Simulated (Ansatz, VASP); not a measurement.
## One calculation of I, two programs

Contents of INCAR:

```
SYSTEM = I
PREC = Accurate ; ENCUT = 520
EDIFF = 1E-7 ; ISMEAR = 0
SIGMA = 0.15 ; LREAL = .FALSE.
LASPH = .TRUE. ; NELM = 100
ALGO = Normal ; ISIF = 2
LWAVE = .FALSE. ; LCHARG = .TRUE.
GGA = CA ; LELF = .TRUE.
LVHAR = .TRUE. ; NBANDS = 10
```

The input KPOINTS:

```
regular mesh
0
G
  18 18 18
  0 0 0
```

The input POSCAR:

```
I
1.0
    0.0000000000      2.2261152466      4.4151605181
    2.0629819683      0.0000000000      4.4151605181
    2.0629819683      2.2261152466      0.0000000000
I
1
Direct
    0.0000000000      0.0000000000      0.0000000000
```

Input for Ansatz:

```yaml
crystal:
  lattice:
    - [0.0, 2.2261152466, 4.4151605181]
    - [2.0629819683, 0.0, 4.4151605181]
    - [2.0629819683, 2.2261152466, 0.0]
  atoms:
    - { symbol: I, position: [0.0, 0.0, 0.0] }
basis:
  ecutwfc: 420
kpoints:
  mp_grid: { grid: [18, 18, 18] }
hamiltonian:
  xc: lda
scf:
  occupations: { method: gaussian, width: 0.15 }
output:
  forces: true
  stress: true
  eigenvalues: true
```

Alike in both runs: task single point; functional LDA; k mesh 18 × 18 × 18; occupations gaussian, width 0.15 eV; no spin polarisation.

|  | VASP | Ansatz |
| --- | --- | --- |
| version | VASP 6.6.1 | Ansatz 0.2.0 |
| potentials or method | VASP PAW LDA potentials, release 64 (I) | scalar-relativistic, plane waves, PAW |
| plane-wave cutoff (eV) | 520 | 420 |
| valence electrons in the cell | 7 | 17 |

Ansatz gave:

```
gap on the k mesh at the Fermi level (eV)       : none
pressure (GPa)                                  : 3.6
largest component of the traceless stress (GPa) : 4.87
```

Which values does VASP return?

gap on the k mesh at the Fermi level (eV): none; pressure (GPa): 3.6; largest component of the traceless stress (GPa): 4.91.

A gap of «none» marks a metal or a gap that the smearing closes. The two sets of potentials don't hold the same shells in valence.

Caveats: an odd number of electrons without spin polarisation forces a metal; a magnetic or distorted state may lie lower. Spin-orbit coupling is left out, which matters for the levels of I.
